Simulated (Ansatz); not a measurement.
# InGaN2: the cost of one run

Method: DFT PBE, scalar-relativistic, plane waves, PAW, in Ansatz 0.2.0.

## Step 1: The structure to begin with

It takes space group I-42d (No. 122, tetragonal). Conventional cell: a = 4.818 Å, b = 4.818 Å, c = 9.477 Å, α = 90.00°, β = 90.00°, γ = 90.00°. Around In (site symmetry -4) lie 4 N at 2.18 Å. Around Ga (site symmetry -4) lie 4 N at 1.98 Å. N (site symmetry 2) has 2 Ga at 1.98 Å and 2 In at 2.18 Å as nearest neighbours.

Structure file:

```
In Ga N
1.0
    -2.40899    2.40899    4.73854
     2.40899   -2.40899    4.73854
     2.40899    2.40899   -4.73854
In Ga N
2 2 4
Direct
  0.50000 0.50000 0.00000
  0.25000 0.75000 0.50000
  0.00000 0.00000 0.00000
  0.75000 0.25000 0.50000
  0.87500 0.33943 0.96443
  0.37500 0.91057 0.03557
  0.66057 0.62500 0.53557
  0.08943 0.12500 0.46443
```

The start is the relaxed end of an invented cell (made as: random cell by space group and Wyckoff sites (Fmmm, No. 69)), taken up again for a closer look.

## Step 2: Probe: one point on a coarse mesh

The input, input.yaml:

```yaml
crystal:
  lattice:
    - [-2.4089911, 2.4089911, 4.7385441]
    - [2.4089911, -2.4089911, 4.7385441]
    - [2.4089911, 2.4089911, -4.7385441]
  atoms:
    - { symbol: In, position: [0.5, 0.5, 0.0] }
    - { symbol: In, position: [0.25, 0.75, 0.5] }
    - { symbol: Ga, position: [0.0, 0.0, 0.0] }
    - { symbol: Ga, position: [0.75, 0.25, 0.5] }
    - { symbol: "N", position: [0.875, 0.339434, 0.964434] }
    - { symbol: "N", position: [0.375, 0.910566, 0.035566] }
    - { symbol: "N", position: [0.660566, 0.625, 0.535566] }
    - { symbol: "N", position: [0.089434, 0.125, 0.464434] }
basis:
  ecutwfc: 420
kpoints:
  mp_grid: { grid: [6, 6, 6] }
hamiltonian:
  xc: pbe
scf:
  occupations: { method: gaussian, width: 0.1 }
  lower_state_search: "off"
output:
  forces: true
  stress: true
  eigenvalues: true
```

Run with:

```console
> ansatz run input.yaml --threads 4 --pin off --max-ram 8192MiB --backend cpu --events-out ev --progress --plain --runs-dir out
```

What time and memory should one allow on 4 threads of Arm Neoverse V2, shared host?

About 3 s, with a peak of 0.46 GiB.
